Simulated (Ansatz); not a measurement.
Se, DFT, PBE, PAW with Ansatz's default frozen-core files, scalar-relativistic (Ansatz 0.2.0), run on 1 thread of Arm Neoverse V2 on a shared host.

The cell is COD entry 9012501, as deposited and not checked against the literature; nothing was relaxed. The listed cell was then made from it by scaling, straining or moving an atom.

Command: `ansatz run input.yaml --threads 1 --pin off --max-ram 4096MiB --backend cpu --events-out ev --progress --plain --runs-dir out`

```yaml
crystal:
  lattice:
    - [4.2788759499, 0.0, 0.0]
    - [-2.139437975, 3.7056152723, 0.0]
    - [0.0, 0.0, 4.9536]
  atoms:
    - { symbol: Se, position: [0.2254, 0.0, 0.3333333333] }
    - { symbol: Se, position: [0.0, 0.2254, 0.6666666667] }
    - { symbol: Se, position: [0.7746, 0.7746, 0.0] }
kpoints:
  mp_grid: { grid: [6, 6, 5] }
scf:
  occupations: { method: fermi_dirac, width: 0.03 }
hamiltonian:
  xc: pbe
  pseudopotentials: { kind: paw }
output:
  forces: true
  stress: true
  eigenvalues: true
  efg: { contact_densities: true }
  write_density: true
  write_potential: true
  elf: true
  volumetric_format: npy
```

Question: How large is the problem that the program sets up?

Answer: 27 irreducible k-points, 1511 plane waves at Γ, 29 bands.

Question: Estimate the wall time and the peak memory.

Answer: 6.8 s of wall time for 6 SCF iterations, with a peak of 0.34 GiB. Times on shared machines scatter by tens of per cent.

Question: And the same cell and mesh by crystal-made all-electron datasets, asked for forces, stress, eigenvalues, efg, on the same hardware?

Answer: 5.7 s, peak memory 0.39 GiB.
